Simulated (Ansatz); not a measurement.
Trial structure of BN, not yet relaxed:

```cif
data_structure
_symmetry_space_group_name_H-M 'P 1'
_symmetry_Int_Tables_number 1
_cell_length_a 2.4168
_cell_length_b 2.4168
_cell_length_c 7.8933
_cell_angle_alpha 90.000
_cell_angle_beta 90.000
_cell_angle_gamma 120.000
_cell_volume 39.93
loop_
_atom_site_label
_atom_site_type_symbol
_atom_site_fract_x
_atom_site_fract_y
_atom_site_fract_z
_atom_site_occupancy
B1 B 0.00000 0.00000 0.09375 1
B2 B 0.00000 0.00000 0.59375 1
B3 B 0.33333 0.66667 0.34375 1
B4 B 0.66667 0.33333 0.84375 1
N1 N 0.00000 0.00000 0.40625 1
N2 N 0.00000 0.00000 0.90625 1
N3 N 0.33333 0.66667 0.15625 1
N4 N 0.66667 0.33333 0.65625 1
```

Level of theory: Ansatz, DFT PBE, scalar-relativistic, plane waves, PAW. Cutoff 420 eV; k points 12×12×2 on the computed 8-atom cell (Γ-centred); Gaussian smearing, width 0.10 eV; no spin polarisation.

The zero of energy is the elements' standard structures at the same level (N₂ as a molecule); no fitted shifts are applied.

Q: What does a single point on this coarse mesh give?

A: The pressure is 91.1 GPa (the mean over three directions, positive in compression), the largest force is 0.28 eV/Å, and the energy is −0.93 eV/atom against the elements. The shortest distance is 1.48 Å.

Q: Is it a good guess?

A: A rough one: relaxing gains about 0.24 eV/atom in 12 ionic steps and ends at −1.167 eV/atom on the finer mesh. The symmetry stays P6_3mc (No. 186). The volume per atom grows by 19.4 %, from 5.0 to 6.0 Å³. The shortest distance goes from 1.48 Å (B–N) to 1.57 Å (B–N). Conventional cell: a = 2.559 Å, c = 8.409 Å. B on its first site is surrounded by 4 N at 1.57 Å; B on its second site has 4 N at 1.57–1.58 Å; N on its first site is surrounded by 4 B at 1.57 Å; 1 more site not described.

The last run used a 12×12×4 mesh (in the run's order of axes) for its 8-atom cell and Gaussian smearing of 0.02 eV. The relaxation can't lower the symmetry of the start, and the grade says only how near the guess is to its own end. A later test with randomly moved atoms came back to the same energy, though modes that don't fit the test's cell weren't probed.
